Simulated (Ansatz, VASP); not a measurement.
## One calculation of CdS, two programs

```
Cd S
1.0
     0.00000    2.90318    2.90318
     2.90318    0.00000    2.90318
     2.90318    2.90318    0.00000
Cd S
1 1
Cartesian
  0.0000 0.0000 0.0000
  4.3548 4.3548 4.3548
```

Change from the starting cell: volume scaled by 0.96.

Alike in both runs: task single point; functional PBE; k mesh 7 × 7 × 7; occupations fermi-dirac, width 0.02 eV; no spin polarisation.

```csv
,VASP,Ansatz
version,VASP 6.6.1,Ansatz 0.2.0
potentials or method,"VASP PAW PBE potentials, release 64 (Cd, S), cutoff 520 eV","all-electron LAPW, scalar-relativistic"
```

VASP gave:

| Quantity | Value |
| --- | --- |
| gap on the k mesh at the Fermi level (eV) | 1.18 |
| pressure (GPa) | 4.2 |

**Question.** What did Ansatz give for the same quantities?

**Answer.** gap on the k mesh at the Fermi level (eV): 1.17; pressure (GPa): 3.8.

Ansatz ran all-electron here, so the differences hold the error of VASP's frozen core and of both bases.
